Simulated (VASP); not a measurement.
TiTe2, 3 atoms in the cell. The cell holds a slab with vacuum, 3 atoms: a = 3.777 Å, b = 3.777 Å, c = 21.415 Å, α = 90.00°, β = 90.00°, γ = 120.00°. 

```yaml
Program: VASP 6.6.1
Task: relaxation of cell and atoms
Functional: PBE
Dispersion: D3(BJ)
Potentials_or_basis: VASP PAW PBE potentials, release 64 (Te, Ti_sv)
Cutoff: 600 eV
k_mesh: 9 × 9 × 1
Occupations: gaussian, width 0.03 eV
Spin: no spin polarisation
Further_INCAR_settings: ALGO = Normal; EDIFF = 1e-06; IBRION = 2; EDIFFG = -0.01; NSW = 90; ISIF = 3
```

Potentials or basis: VASP PAW PBE potentials, release 64 (Te, Ti_sv).

The run is started by

```console
$ cat potpaw_PBE.64/Te/POTCAR potpaw_PBE.64/Ti_sv/POTCAR > POTCAR
$ mpirun -np 1 vasp_std > vasp.out
```

Hardware: 1 thread of Intel(R) Xeon(R) 6975P-C (Granite Rapids), on a shared host.

How long does it take, and how much memory?

Wall time 7 min on 1 thread of Intel(R) Xeon(R) 6975P-C (Granite Rapids), with other jobs on the host, peak memory 0.46 GiB. Counts: scf iterations 96, k points 12, ion steps 9.
